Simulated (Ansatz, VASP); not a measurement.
**One calculation of GaSb, two programs**

```xyz
2
Lattice="0.0000 3.0590 3.0590 3.0590 0.0000 3.0590 3.0590 3.0590 0.0000" Properties=species:S:1:pos:R:3 pbc="T T T"
Sb    4.5885    4.5885    4.5885
Ga    0.0000    0.0000    0.0000
```

Alike in both runs: task relaxation of cell and atoms; functional PBE; k mesh 8 × 8 × 8; occupations fermi-dirac, width 0.05 eV; no spin polarisation.

|  | VASP | Ansatz |
| --- | --- | --- |
| version | VASP 6.6.1 | Ansatz 0.2.0 |
| potentials or method | VASP PAW PBE potentials, release 64 (Sb, Ga_d), cutoff 600 eV | all-electron LAPW, scalar-relativistic |

```csv
,VASP,Ansatz,Ansatz less VASP
relaxed volume (Å³/atom),30.04,30.03,-0.003
relaxed cell length with the largest relative difference (Å),4.396,4.396,-0.0002
energy change over the relaxation (meV/atom),-10,-10,+0.5
```

Ansatz ran all-electron here, so the differences hold the error of VASP's frozen core and of both bases.

 PBE usually gives volumes a little too large and moduli too small. Zero-point motion and thermal expansion aren't in these numbers.
